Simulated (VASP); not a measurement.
# Ga (I4/mmm) in VASP: notebook

The runs below take Ga through single point, with PBE.

Program: VASP 6.6.1. These are calculated values, not measurements. Logs are shortened: lines on timing, memory, paths and dates and some standing lists are left out, and cuts for length are marked.

## (1) The crystal as given

Symmetry: I4/mmm, No. 139, tetragonal system. Conventional cell: a = 2.769 Å, b = 2.769 Å, c = 4.622 Å, α = 90.00°, β = 90.00°, γ = 90.00°. Around Ga (site symmetry 4/mmm) lie 12 Ga at 2.77 to 3.03 Å.

This isn't the form of Ga at room conditions, which is orthorhombic.

## (2) Single point, PBE

Contents of INCAR:

```
ADDGRID = False
ALGO = Normal
EDIFF = 1E-7
ENCUT = 900
GGA = PE
ISIF = 2
ISMEAR = 1
LASPH = True
LCHARG = False
LREAL = False
LWAVE = False
NELM = 100
PREC = Accurate
SIGMA = 0.1
```

Contents of KPOINTS:

```
k-points
0
Gamma
  14 14 14
```

Contents of POSCAR:

```
Ga
1.0
   -1.3843987196      1.3843987196      2.3112238365
    1.3843987196     -1.3843987196      2.3112238365
    1.3843987196      1.3843987196     -2.3112238365
Ga
1
Direct
    0.0000000000      0.0000000000      0.0000000000
```

Potentials or basis: VASP PAW PBE potentials, release 64 (Ga_d).

On the command line:

```sh
cat potpaw_PBE.64/Ga_d/POTCAR > POTCAR
mpirun -np 1 vasp_std > vasp.out
```

OUTCAR:

```text
EDIFF = 1E-7
   ENCUT = 900
   GGA = PE
   ISIF = 2
   ISMEAR = 1
   LASPH = True
   LREAL = False
   NELM = 100
   PREC = Accurate

 Found    244 irreducible k-points:

 Following reciprocal coordinates:
            Coordinates               Weight
  0.000000  0.000000  0.000000      1.000000
  0.071429  0.000000 -0.000000      8.000000
  0.142857 -0.000000  0.000000      8.000000
  0.214286  0.000000 -0.000000      8.000000
  0.285714  0.000000  0.000000      8.000000
  0.357143  0.000000 -0.000000      8.000000
   k-points           NKPTS =    244   k-points in BZ     NKDIM =    244   number of bands    NBANDS=     10
   number of dos      NEDOS =    301   number of ions     NIONS =      1
   total plane-waves  NPLWV =  27000
   dimension x,y,z NGX =    30 NGY =   30 NGZ =   30
   dimension x,y,z NGXF=    60 NGYF=   60 NGZF=   60
   ions per type =               1
   NGX,Y,Z   is equivalent  to a cutoff of  16.47, 16.47, 16.47 a.u.
   NGXF,Y,Z  is equivalent  to a cutoff of  32.93, 32.93, 32.93 a.u.
 SYSTEM =  unknown system
   PREC   = accura    normal or accurate (medium, high low for compatibility)
   ISTART =      0    job   : 0-new  1-cont  2-samecut
   ICHARG =      2    charge: 1-file 2-atom 10-const
   ISPIN  =      1    spin polarized calculation?
   LNONCOLLINEAR =      F non collinear calculations
   LSORBIT =      F    spin-orbit coupling
   LASPH  =      T    aspherical Exc in radial PAW
   ENCUT  =  900.0 eV  66.15 Ry    8.13 a.u.   7.41  7.41  7.41*2*pi/ulx,y,z
   NELM   =    100;   NELMIN=  2; NELMDL= -5     # of ELM steps
   EDIFF  = 0.1E-06   stopping-criterion for ELM
   LREAL  =      F    real-space projection
   EDIFFG = 0.1E-05   stopping-criterion for IOM
   NSW    =      0    number of steps for IOM
   IBRION =     -1    ionic relax: 0-MD 1-quasi-New 2-CG
   NFREE  =      0    steps in history (QN), initial steepest desc. (CG)
   ISIF   =      2    stress and relaxation
   ISYM   =      2    0-nonsym 1-usesym 2-fastsym
   POTIM  = 0.5000    time-step for ionic-motion
   TEBEG  =    0.0;   TEEND  =   0.0 temperature during run
   PSTRESS=    0.0 pullay stress
   NELECT =      13.0000    total number of electrons
   NUPDOWN=      -1.0000    fix difference up-down
   EMIN   =  10.00;   EMAX   =-10.00  energy-range for DOS
   EFERMI =   0.00;   METHOD = LEGACY
   ISMEAR =     1;   SIGMA  =   0.10  broadening in eV -4-tet -1-fermi 0-gaus
   EFERMI_NEDOS =   21; number of points for ismear=-14 and -15
   IALGO  =     38    algorithm
   IMIX   =      4    mixing-type and parameters
     AMIX     =   0.40;   BMIX     =  1.00
     AMIX_MAG =   1.60;   BMIX_MAG =  1.00
  volume/ion in A,a.u.               =      17.72       119.57
  Fermi-wavevector in a.u.,A,eV,Ry     =   1.476549  2.790273 29.663375  2.180197
  Thomas-Fermi vector in A             =   2.591062
   LORBIT       =      0    0 simple, 1 ext, 2 COOP (PROOUT), +10 PAW based schemes
   GGA     = PE    functional components
   LHFCALC =     F    Hartree Fock is set to
   AEXX    =    0.0000 exact exchange contribution
   IVDW    =     0    specifies the selected vdW correction
   LEPSILON=     F    determine dielectric tensor
   LRPA    =     F    only Hartree local field effects (RPA)
 non-spin polarized calculation
 Methfessel and Paxton  Order N= 1 SIGMA  =   0.10
  energy-cutoff  :      900.00
  volume of cell :       17.72
 maximum number of plane-waves:      1107
 NGX is ok and might be reduce to    30
   NGX = 15   NGY = 15   NGZ = 15

 number of electron      13.0000000 magnetization

 Free energy of the ion-electron system (eV)
  ---------------------------------------------------
  ext. energy  EPLUGINS =         0.00000000
  ---------------------------------------------------
  free energy    TOTEN  =        -2.87060480 eV

  energy without entropy =       -2.87043145  energy(sigma->0) =       -2.87054702

 E-fermi :   6.1509     XC(G=0): -11.3335

 val. band max:        6.1465196733   @ k =  -0.4286   0.5000   0.0714
 cond. band min:       6.1686491740   @ k =  -0.3571   0.4286   0.2143
 fundamental gap:      0.0221295007
 Fermi energy:         6.1509158096

 k-point     1 :       0.0000    0.0000    0.0000
  band No.  band energies     occupation
      1      -8.9555      2.00000
      2      -8.7960      2.00000
      3      -8.7603      2.00000
      4      -8.7603      2.00000
      5      -8.5979      2.00000
      6      -5.3850      2.00000
      7      18.8479      0.00000
      8      19.1546      0.00000
      9      19.1546      0.00000
     10      22.5208      0.00000

 k-point     2 :       0.0714    0.0000   -0.0000
  band No.  band energies     occupation
      1      -8.9463      2.00000
      2      -8.7934      2.00000
      3      -8.7632      2.00000
      4      -8.7547      2.00000
      5      -8.6027      2.00000
      6      -5.2464      2.00000
      7      17.4452      0.00000
      8      18.3973      0.00000
      9      19.0331      0.00000
     10      21.5755      0.00000

 k-point     3 :       0.1429   -0.0000    0.0000
  band No.  band energies     occupation
      1      -8.9262      2.00000
      2      -8.7975      2.00000
      3      -8.7561      2.00000
      4      -8.7402      2.00000
      5      -8.6150      2.00000
      6      -4.8272      2.00000
      7      14.5162      0.00000
      8      17.3408      0.00000
      9      18.7843      0.00000
     10      20.7013      0.00000

 k-point     4 :       0.2143    0.0000   -0.0000
  band No.  band energies     occupation
      1      -8.9105      2.00000
      2      -8.8228      2.00000
      3      -8.7245      2.00000
      4      -8.7169      2.00000
      5      -8.6274      2.00000
      6      -4.1219      2.00000
      7      11.5237      0.00000
      8      16.2599      0.00000
      9      18.5773      0.00000
     10      19.7970      0.00000

 k-point     5 :       0.2857    0.0000    0.0000
  band No.  band energies     occupation
      1      -8.9057      2.00000
      2      -8.8567      2.00000
      3      -8.7208      2.00000
      4      -8.6585      2.00000
      5      -8.6273      2.00000
      6      -3.1275      2.00000
      7       8.6927      0.00000
      8      15.3362      0.00000
      9      18.4921      0.00000
     10      19.0324      0.00000

 k-point     6 :       0.3571    0.0000   -0.0000
  band No.  band energies     occupation
      1      -8.9094      2.00000
      2      -8.8876      2.00000
      3      -8.7309      2.00000
      4      -8.6136      2.00000
      5      -8.5998      2.00000
      6      -1.8469      2.00000
      7       6.0831      1.90439
      8      14.6416      0.00000
      9      18.4771      0.00000
     10      18.5320      0.00000

 [... further k-points ...]

------------------------ aborting loop because EDIFF is reached ----------------------------------------

  FORCE on cell =-STRESS in cart. coord.  units (eV):
  Direction    XX          YY          ZZ          XY          YZ          ZX
  --------------------------------------------------------------------------------------
  -------------------------------------------------------------------------------------
  Total        0.4473134      0.4473134      0.3911250      0.0000000      0.0000000      0.0000000
  in kB       40.4481003     40.4481003     35.3672864      0.0000000      0.0000000      0.0000000
  external PRESSURE =      38.7544956 kB  Pullay stress =       0.0000000 kB

 VOLUME and BASIS-vectors are now :
 -----------------------------------------------------------------------------
  energy-cutoff  :      900.00
  volume of cell :       17.72
      direct lattice vectors                 reciprocal lattice vectors
    -1.384398720  1.384398720  2.311223836     0.000000000  0.361167627  0.216335602
     1.384398720 -1.384398720  2.311223836     0.361167627  0.000000000  0.216335602
     1.384398720  1.384398720 -2.311223836     0.361167627  0.361167627  0.000000000

 POSITION                                       TOTAL-FORCE (eV/Angst)
 -----------------------------------------------------------------------------------
      0.00000      0.00000      0.00000         0.000000      0.000000      0.000000
 -----------------------------------------------------------------------------------
    total drift:                               -0.000000     -0.000000      0.000000

  FREE ENERGIE OF THE ION-ELECTRON SYSTEM (eV)
  ---------------------------------------------------
  free  energy   TOTEN  =        -2.8706048006 eV

  energy  without entropy=       -2.8704314491  energy(sigma->0) =       -2.87054702
```

OSZICAR:

```text
N       E                     dE             d eps       ncg     rms          rms(c)
DAV:   1     0.439395432757E+02    0.43940E+02   -0.91605E+03  4996   0.311E+03
DAV:   2    -0.135347969911E+01   -0.45293E+02   -0.44189E+02  4974   0.299E+02
DAV:   3    -0.288731950280E+01   -0.15338E+01   -0.15277E+01  5562   0.484E+01
DAV:   4    -0.290127831158E+01   -0.13959E-01   -0.13954E-01  5790   0.479E+00
DAV:   5    -0.290143896035E+01   -0.16065E-03   -0.16064E-03  5596   0.446E-01    0.928E-01
DAV:   6    -0.287687325132E+01    0.24566E-01   -0.49373E-02  5676   0.497E+00    0.468E-01
DAV:   7    -0.287123389333E+01    0.56394E-02   -0.94240E-03  6888   0.184E+00    0.126E-01
DAV:   8    -0.287060001729E+01    0.63388E-03   -0.79094E-04  5958   0.597E-01    0.977E-03
DAV:   9    -0.287060429047E+01   -0.42732E-05   -0.97330E-06  6278   0.508E-02    0.353E-03
DAV:  10    -0.287060488734E+01   -0.59687E-06   -0.26510E-07  5342   0.797E-03    0.353E-04
DAV:  11    -0.287060480058E+01    0.86764E-07   -0.65728E-09  3222   0.164E-03
   1 F= -.28706048E+01 E0= -.28705470E+01  d E =-.173352E-03
```

stdout:

```text
POSCAR found type information on POSCAR Ga
 POSCAR found :  1 types and       1 ions
 scaLAPACK will be used
 LDA part: xc-table for (Slater+PW92), standard interpolation
 POSCAR, INCAR and KPOINTS ok, starting setup
 FFT: planning ... GRIDC
 FFT: planning ... GRID_SOFT
 FFT: planning ... GRID
 WAVECAR not read
 entering main loop
```

It took 33 s on 1 thread of Intel Xeon 6975P-C (Granite Rapids), shared host; peak memory 0.24 GiB.

These settings aren't checked as converged: the numbers below hold their error.

Results:

```yaml
Free_energy: -2.8706 eV
Pressure: 3.9 GPa
Band_gap_on_the_k_mesh: none (metal or under the smearing width)
```

(Continued in part 2 of 2.)
